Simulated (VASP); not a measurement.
Crystal: Be2C.

```
C Be
1.0
     0.00000    2.16500    2.16500
     2.16500    0.00000    2.16500
     2.16500    2.16500    0.00000
C Be
1 2
Direct
  0.00000 0.00000 0.00000
  0.75000 0.75000 0.75000
  0.25000 0.25000 0.25000
```

Base run:

| Item | Value |
| --- | --- |
| Program | VASP 6.6.1 |
| Functional | HSE03 |
| Potentials or basis | VASP PAW PBE potentials, release 64 (C, Be) |
| Cutoff | 520 eV |
| k mesh | 8 × 8 × 8 |
| Occupations | gaussian, width 0.02 eV |
| Spin | no spin polarisation |

Its results: band gap on the k mesh 1.71 eV, indirect (least direct gap 4.92 eV); pressure -3.0 GPa.

Problem. The run is repeated on the same cell with these changes: functional from HSE03 to PBE0. What comes out?

Solution. Band gap on the k mesh 2.58 eV, indirect (least direct gap 5.79 eV); pressure -3.2 GPa.

Caveats: the PAW data sets were made with another functional, which shifts forces and pressure a little.
